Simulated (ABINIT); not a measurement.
Here is an ABINIT 10.8.3 (patched build) calculation.

run.abi

```
# Pseudopotentials
pp_dirpath "./"
pseudos "P.upf"

# Structure
acell 5.7080377311 5.7080377311 4.54363559 Angstrom
rprim
     0.2886706784    -0.9574284513     0.0000000000
     0.2886706784     0.9574284513     0.0000000000
     0.0000000000     0.0000000000     1.0000000000
ntypat 1
znucl 15
natom 4
typat 1 1 1 1
xred
     0.9041431300     0.0958568700     0.5888151700
     0.0958568700     0.9041431300     0.4111848300
     0.5958568700     0.4041431300     0.0888151700
     0.4041431300     0.5958568700     0.9111848300
chkprim 0
chksymtnons 0
tolsym 1.0e-6

# Plane-wave basis
ecut 489.804952 eV

# k points
kptopt 1
ngkpt 6 6 4
nshiftk 1
shiftk 0.0 0.0 0.0

# Exchange and correlation
ixc -116133

# Bands and occupations
nband 14
occopt 3
tsmear 0.00183747

# SCF cycle
nstep 100
tolvrs 1.0e-10

# Output
iomode 3
prtwf 0
prteig 0
prtebands 0
prtden 1
prtvha 1
prtvclmb 1
prtpot 1
prtelf 1
```

Potentials or basis: PseudoDojo NC SR PBEsol v0.4.1 standard.

The run is started by

```console
$ abinit run.abi > log 2>&1
```

**Question.** What does it give for the band gap on the k mesh?

**Answer.** None (metal or under the smearing width).

**Question.** Estimate the largest force.

**Answer.** 0.306 eV/Å.

**Question.** What does it give for the pressure?

**Answer.** -0.6 GPa.

Forces on the atoms (eV/Å):
```
P    0.000  0.104 -0.288
P    0.000 -0.104  0.288
P    0.000 -0.104 -0.288
P    0.000  0.104  0.288
```

Caveat: the cutoff is short for stress, so the pressure is rough.
